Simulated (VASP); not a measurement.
# AlN (Fm-3m) in VASP: Born charges and dielectric tensor with LDA

Aim: the Born charges and dielectric tensor of AlN with LDA.

Program: VASP 6.6.1. These are calculated values, not measurements. Logs are shortened: lines on timing, memory, paths and dates and some standing lists are left out, and cuts for length are marked.

## (1) Starting point

Symmetry: Fm-3m, No. 225, cubic system. Conventional cell: a = 4.069 Å, b = 4.069 Å, c = 4.069 Å, α = 90.00°, β = 90.00°, γ = 90.00°. Around Al (site symmetry m-3m) lie 6 N at 2.03 Å. N (site symmetry m-3m) is surrounded by 6 Al at 2.03 Å.

Measurements of this composition are mostly on another form, of space group No. 186.

## (2) Born charges and dielectric tensor, LDA

INCAR reads:

```
PREC = Accurate
ENCUT = 600
EDIFF = 1E-8
ISMEAR = 0
SIGMA = 0.02
LREAL = False
LASPH = True
NELM = 80
ALGO = Normal
ISIF = 2
LWAVE = False
LCHARG = False
GGA = CA
LEPSILON = True
IBRION = 8
NSW = 1
```

KPOINTS reads:

```
Automatic mesh
0
Gamma
  10 10 10
```

POSCAR reads:

```
AlN
1.0
    0.0000000000      2.0345180000      2.0345180000
    2.0345180000      0.0000000000      2.0345180000
    2.0345180000      2.0345180000      0.0000000000
Al N
1 1
Direct
    0.5000000000      0.5000000000      0.5000000000
    0.0000000000      0.0000000000      0.0000000000
```

Potentials or basis: VASP PAW LDA potentials, release 64 (Al, N).

Launch:

```console
> cat potpaw_LDA.64/Al/POTCAR potpaw_LDA.64/N/POTCAR > POTCAR
> mpirun -np 1 vasp_std > vasp.out
```

OUTCAR:

```text
PREC = Accurate
   ENCUT = 600
   EDIFF = 1E-8
   ISMEAR = 0
   LREAL = False
   LASPH = True
   NELM = 80
   ISIF = 2
   GGA = CA
   LEPSILON = True
   IBRION = 8
   NSW = 1

 ion  position               nearest neighbor table
   1  0.500  0.500  0.500-   2 2.03   2 2.03   2 2.03   2 2.03   2 2.03   2 2.03
   2  0.000  0.000  0.000-   1 2.03   1 2.03   1 2.03   1 2.03   1 2.03   1 2.03

  LATTYP: Found a face centered cubic cell.
 ALAT       =     4.0690360000

  Lattice vectors:

 A1 = (   0.0000000000,   2.0345180000,   2.0345180000)
 A2 = (   2.0345180000,   0.0000000000,   2.0345180000)
 A3 = (   2.0345180000,   2.0345180000,   0.0000000000)

Analysis of symmetry for initial positions (statically):
=====================================================================
 Subroutine PRICEL returns:
 Original cell was already a primitive cell.

 Routine SETGRP: Setting up the symmetry group for a
 face centered cubic supercell.

 Subroutine GETGRP returns: Found 48 space group operations
 (whereof 48 operations were pure point group operations)
 out of a pool of 48 trial point group operations.

The static configuration has the point symmetry O_h .

Analysis of symmetry for dynamics (positions and initial velocities):
=====================================================================
 Subroutine PRICEL returns:
 Original cell was already a primitive cell.

 Routine SETGRP: Setting up the symmetry group for a
 face centered cubic supercell.

 Subroutine GETGRP returns: Found 48 space group operations
 (whereof 48 operations were pure point group operations)
 out of a pool of 48 trial point group operations.

The dynamic configuration has the point symmetry O_h .

 Subroutine INISYM returns: Found 48 space group operations
 (whereof 48 operations are pure point group operations),
 and found     1 'primitive' translations

----------------------------------------------------------------------------------------

                                     Primitive cell

  volume of cell :      16.8428

  direct lattice vectors                    reciprocal lattice vectors
     0.000000000  2.034518000  2.034518000    -0.245758455  0.245758455  0.245758455
     2.034518000  0.000000000  2.034518000     0.245758455 -0.245758455  0.245758455
     2.034518000  2.034518000  0.000000000     0.245758455  0.245758455 -0.245758455

  length of vectors
     2.877242948  2.877242948  2.877242948     0.425666130  0.425666130  0.425666130

  position of ions in fractional coordinates (direct lattice)
     0.500000000  0.500000000  0.500000000
     0.000000000  0.000000000  0.000000000

  ion indices of the primitive-cell ions
   primitive index   ion index
                 1           1
                 2           2

----------------------------------------------------------------------------------------

 KPOINTS: Automatic mesh

Automatic generation of k-mesh.
 Grid dimensions read from file:
 generate k-points for:   10   10   10

 Generating k-lattice:

  Cartesian coordinates                     Fractional coordinates (reciprocal lattice)
    -0.024575845  0.024575845  0.024575845     0.100000000  0.000000000  0.000000000
     0.024575845 -0.024575845  0.024575845     0.000000000  0.100000000  0.000000000
[... 414 lines left out ...]
  free energy    TOTEN  =        -0.20645453 eV

  energy without entropy =       -0.20645453

------------------------ aborting loop because EDIFF is reached ----------------------------------------

--------------------------------------- Ionic step        2  -------------------------------------------

------------------------ aborting loop because EDIFF is reached ----------------------------------------

--------------------------------------- Ionic step        3  -------------------------------------------

------------------------ aborting loop because EDIFF is reached ----------------------------------------

 PIEZOELECTRIC TENSOR FIELD DIRECTION 3  (e Angst)
 -----------------------------------------------------------------------------
     0.00006  0.00000  0.00000           ( -0.00001  0.00000  0.00000)
     0.00000  0.00006  0.00000           (  0.00000 -0.00001  0.00000)
     0.00000  0.00000 -0.00046           (  0.00000  0.00000 -0.00002)

 PIEZOELECTRIC TENSOR FIELD DIRECTION 3  (C/m^2)
 -----------------------------------------------------------------------------
     0.00006  0.00000  0.00000
     0.00000  0.00006  0.00000
     0.00000  0.00000 -0.00043

--------------------------------------- Ionic step        4  -------------------------------------------

------------------------ aborting loop because EDIFF is reached ----------------------------------------

[... ionic steps 5 to 6 ...]

--------------------------------------- Ionic step        7  -------------------------------------------

 Free energy of the ion-electron system (eV)
  ---------------------------------------------------
  ---------------------------------------------------
  free energy    TOTEN  =        -0.23239075 eV

  energy without entropy =       -0.23239075

------------------------ aborting loop because EDIFF is reached ----------------------------------------

 INTERNAL STRAIN TENSOR  FOR ION    2  DIRECTION 1   (eV/Angst):
 -----------------------------------------------------------------------------
    -0.02186 -0.00000  0.00000
    -0.00000  0.01496 -0.00000
     0.00000 -0.00000  0.01496

 MACROSCOPIC STATIC DIELECTRIC TENSOR (including local field effects in DFT)
 ------------------------------------------------------
           5.172114     0.000000    -0.000000
          -0.000000     5.172114     0.000000
          -0.000000    -0.000000     5.172114
 ------------------------------------------------------

 PIEZOELECTRIC TENSOR (including local field effects)  for field in x, y, z        (e  Angst)
          XX          YY          ZZ          XY          YZ          ZX
  --------------------------------------------------------------------------------
  x     0.00000     0.00000     0.00000     0.00000     0.00000     0.00000
  y     0.00000     0.00000     0.00000     0.00000     0.00000     0.00000
  z     0.00000     0.00000     0.00000     0.00000     0.00000     0.00000

 PIEZOELECTRIC TENSOR (including local field effects)  for field in x, y, z        (C/m^2)
          XX          YY          ZZ          XY          YZ          ZX
  --------------------------------------------------------------------------------
  x     0.00000     0.00000     0.00000     0.00000     0.00000     0.00000
  y     0.00000     0.00000     0.00000     0.00000     0.00000     0.00000
  z     0.00000     0.00000     0.00000     0.00000     0.00000     0.00000

 BORN EFFECTIVE CHARGES (including local field effects) (in |e|, cummulative output)
 ---------------------------------------------------------------------------------
 ion    1
    1     2.97459     0.00000    -0.00000
    2     0.00000     2.97459    -0.00000
    3     0.00000     0.00000     2.97459
 ion    2
    1    -2.97459    -0.00000     0.00000
    2    -0.00000    -2.97459     0.00000
    3     0.00000    -0.00000    -2.97459

 INTERNAL STRAIN TENSOR FOR ION    2 for displacements in x,y,z  (eV/Angst):
          X           Y           Z          XY          YZ          ZX
  --------------------------------------------------------------------------------
  x     0.00000     0.00000     0.00000     0.00000     0.00000     0.00000
  y     0.00000     0.00000     0.00000     0.00000     0.00000     0.00000
  z     0.00000     0.00000     0.00000     0.00000     0.00000     0.00000

 SECOND DERIVATIVES (NOT SYMMETRIZED)
 ------------------------------------
               1X          1Y          1Z          2X          2Y          2Z
  1X    -6.286276    0.000000    0.000000    6.286276    0.000000    0.000000
  1Y     0.000000   -6.286276    0.000000    0.000000    6.286276    0.000000
  1Z     0.000000    0.000000   -6.286276    0.000000    0.000000    6.286276
  2X     6.286070    0.000000    0.000000   -6.286070    0.000000    0.000000
  2Y     0.000000    6.286070    0.000000    0.000000   -6.286070    0.000000
  2Z     0.000000    0.000000    6.286070    0.000000    0.000000   -6.286070

 Eigenvectors and eigenvalues of the dynamical matrix
 ----------------------------------------------------

   1 f  =   12.910135 THz    81.116770 2PiTHz  430.635746 cm-1    53.392004 meV
             X         Y         Z           dx          dy          dz
      2.034518  2.034518  2.034518    -0.584504   -0.000000   -0.000000
      0.000000  0.000000  0.000000     0.811391    0.000000   -0.000000
[... 21 lines left out ...]
   6 f/i=    0.000101 THz     0.000632 2PiTHz    0.003354 cm-1     0.000416 meV
             X         Y         Z           dx          dy          dz
      2.034518  2.034518  2.034518     0.010936    0.323750    0.743923
      0.000000  0.000000  0.000000     0.007878    0.233221    0.535902

--------------------------------------------------------------------------------------------------------

 MACROSCOPIC STATIC DIELECTRIC TENSOR IONIC CONTRIBUTION
 ------------------------------------------------------
          15.122393    -0.000000    -0.000000
          -0.000000    15.122393    -0.000000
          -0.000000    -0.000000    15.122393
 ------------------------------------------------------

 ELASTIC MODULI CONTR FROM IONIC RELAXATION (kBar)
 Direction    XX          YY          ZZ          XY          YZ          ZX
 --------------------------------------------------------------------------------
 XX           0.0000      0.0000      0.0000      0.0000      0.0000      0.0000
 YY           0.0000      0.0000      0.0000      0.0000      0.0000      0.0000
 ZZ           0.0000      0.0000      0.0000      0.0000      0.0000      0.0000
 XY           0.0000      0.0000      0.0000      0.0000      0.0000      0.0000
 YZ           0.0000      0.0000      0.0000      0.0000      0.0000      0.0000
 ZX           0.0000      0.0000      0.0000      0.0000      0.0000      0.0000
 --------------------------------------------------------------------------------

 PIEZOELECTRIC TENSOR IONIC CONTR  for field in x, y, z        (C/m^2)
          XX          YY          ZZ          XY          YZ          ZX
  --------------------------------------------------------------------------------
  x     0.00000     0.00000     0.00000     0.00000     0.00000     0.00000
  y     0.00000     0.00000     0.00000     0.00000     0.00000     0.00000
  z     0.00000     0.00000     0.00000     0.00000     0.00000     0.00000
```

Wall time 2.9 min (1 thread of Intel Xeon Platinum 8259CL at 2.50GHz (Skylake/Cascade Lake), shared host); peak memory 0.17 GiB.

Results:

| Item | Value |
| --- | --- |
| Band gap on the k mesh | 4.28 eV, indirect (least direct gap 5.50 eV) |
| Electronic dielectric tensor (diagonal) | 5.17 |
| Born charges (mean of the diagonal) | Al +2.97; N -2.97 e |
| Highest phonon frequency at Γ, LO-TO splitting left out | 431 cm⁻¹ |

Phonon frequencies in cm⁻¹ (negative: imaginary):
| q point | frequencies |
| --- | --- |
| (0.000, 0.000, 0.000) | 0 0 0 431 431 431 |

Electronic dielectric tensor:
```
5.17 0.00 0.00
0.00 5.17 0.00
0.00 0.00 5.17
```

Born effective charge tensors (e):
atom 1, Al
```
2.97 0.00 0.00
0.00 2.97 0.00
0.00 0.00 2.97
```
atom 2, N
```
-2.97  0.00  0.00
 0.00 -2.97  0.00
 0.00  0.00 -2.97
```
